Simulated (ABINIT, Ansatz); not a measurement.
This is a calculation of Si for ABINIT 10.8.3 (patched build). The given cell was strained at random by a few per cent at fixed volume. This isn't the form of Si at room conditions, which is diamond.

run.abi

```
# Pseudopotentials
pp_dirpath "./"
pseudos "Si.GGA_PBE-JTH.xml"

# Structure
acell 4.8125344012 4.7011661815 4.842941323
rprim
     0.9999750531    -0.0068901376    -0.0015553562
    -0.0070533614     0.9999750747     0.0003163501
    -0.0015455907     0.0003070891     0.9999987584
ntypat 1
znucl 14
natom 1
typat 1
xred
     0.4979460000     0.5014160000     0.4862580000
chkprim 0
chksymtnons 0
tolsym 1.0e-6

# Plane-wave basis
ecut 15.0
pawecutdg 30.0
pawxcdev 0

# k points
kptopt 1
ngkpt 10 10 10
nshiftk 1
shiftk 0.0 0.0 0.0

# Exchange and correlation
ixc 11

# Bands and occupations
nband 6
occopt 3
tsmear 0.05 eV

# SCF cycle
nstep 100
tolvrs 1.0e-9

# Output
iomode 3
prtwf 0
prtden 0
prteig 0
prtebands 0
enunit 2
```

Potentials or basis: JTH PAW PBE v2.0.

The run is started by

```console
$ abinit run.abi > log 2>&1
```

Translate it to Ansatz 0.2.0. Potentials or basis there: all-electron LAPW, scalar-relativistic.

As run (cutoffs and basis follow the program's own potentials, and thresholds, step limits or extra output files can differ):

input.yaml

```yaml
crystal:
  lattice:
    - [2.54662, -0.017547, -0.003961]
    - [-0.017547, 2.487688, 0.000787]
    - [-0.003961, 0.000787, 2.562771]
  atoms:
    - { symbol: Si, position: [0.497946, 0.501416, 0.486258] }
kpoints:
  mp_grid: { grid: [10, 10, 10] }
scf:
  occupations: { method: fermi_dirac, width: 0.05 }
hamiltonian:
  xc: pbe
  pseudopotentials: { kind: all_electron, lapw: { basis_error: 0.001 } }
output:
  forces: true
  stress: true
  eigenvalues: true
  populations: true
```

Potentials or basis: all-electron LAPW, scalar-relativistic.

Launch:

```console
$ ansatz run input.yaml --threads 1 --pin off --max-ram 3072MiB --backend cpu --events-out ev --progress --plain --runs-dir out
```

Both were run:

|  | ABINIT | Ansatz |
| --- | --- | --- |
| Pressure | 0.4 GPa | 0.5 GPa |

Where Ansatz's input types no cutoff or centring, it takes its own default and a Γ-centred mesh.

Pressure is positive in compression.
